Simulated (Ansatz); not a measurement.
NaH (Fm-3m) at 2 levels of theory

One geometry, relaxed with PBE; plane waves with PAW potentials in Ansatz, scalar-relativistic. No spin polarisation. Gaps are the least over mesh and band path; pressure is positive in compression, and isn't given for hybrids.

```xyz
2
Lattice="0.0000 2.4157 2.4157 2.4157 0.0000 2.4157 2.4157 2.4157 0.0000" Properties=species:S:1:pos:R:3 pbc="T T T"
Na    2.4157    2.4157    2.4157
H     0.0000    0.0000    0.0000
```

```csv
level,cutoff (eV),k mesh,gap (eV),pressure (GPa)
PBE,420,8×8×8,3.76,0.0
```

What comes out on the same cell with HSE06?

```tsv
level	cutoff (eV)	k mesh	gap (eV)	pressure (GPa)
HSE06	420	6×6×6	4.80	-
```

The cell was reached from a generator's guess, though it ends in a space group that the Crystallography Open Database lists for this formula.
